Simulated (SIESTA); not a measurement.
## HfB2 in SIESTA: convergence with k mesh

Crystal: HfB2.

```xyz
3
Lattice="3.1400 0.0000 0.0000 -1.5700 2.7193 0.0000 0.0000 0.0000 3.4800" Properties=species:S:1:pos:R:3 pbc="T T T"
Hf    0.0187   -0.0103   -0.0103
B     1.5755    0.9342    1.7097
B    -0.0634    1.8359    1.6862
```

The cell isn't the ideal one: atoms moved at random, drawn with an rms of 0.05 Å.

- Program: SIESTA 5.4.2
- Task: single point
- Functional: LDA
- Potentials or basis: PseudoDojo 0.4 standard (LDA files)
- Basis: DZP (energy shift 0.003 Ry; two zetas on semicore shells)
- Grid cutoff: 800 Ry
- Energy shift: 0.003 Ry
- k mesh: 2 × 2 × 2
- Occupations: fermi-dirac, width 0.05 eV
- Spin: no spin polarisation

These are the settings of the first run; the series varies k mesh, with any setting tied to it.

Hardware: 1 thread of Intel(R) Xeon(R) Platinum 8488C (Sapphire Rapids), on a shared host.

```tsv
k mesh	energy less the tightest run, at zero smearing (meV/atom)	pressure (GPa)	largest force (eV/Å)	gap on the mesh (eV)	SCF cycles	CPU time (s)	peak memory (GiB)
2 × 2 × 2	172.32	-8.56	0.912	0.384	10	110	0.43
4 × 4 × 3	18.39	-8.78	1.319	0.000	10	110	0.42
6 × 6 × 4	16.73	-8.72	1.295	0.000	10	120	0.42
7 × 7 × 6	2.75	-8.90	1.323	0.000	10	130	0.42
8 × 8 × 7	0.94	-8.94	1.329	0.000	10	130	0.42
10 × 10 × 8	1.91	-8.92	1.347	0.000	10	160	0.43
12 × 12 × 10	0.00	-8.96	1.333	0.000	10	190	0.42
```

Against the tightest run, the pressure stays within 0.1 GPa from 7 × 7 × 6 on; the gap on the mesh stays within 0.01 eV from 4 × 4 × 3 on. Not settled before the last step: the energy (to 1 meV/atom), the largest force (to 0.005 eV/Å). Meshes of other sizes hit other points, so gaps and Fermi surfaces needn't settle smoothly. The tightest run that finished is the yardstick and may itself not be fully converged.

Caveat, for the tightest run too: short orbitals over semicore shells can move pressures by several GPa; the basis of atomic orbitals isn't converged, which shifts pressures, moduli and gaps. Spin-orbit coupling is left out, which matters for the levels of Hf.
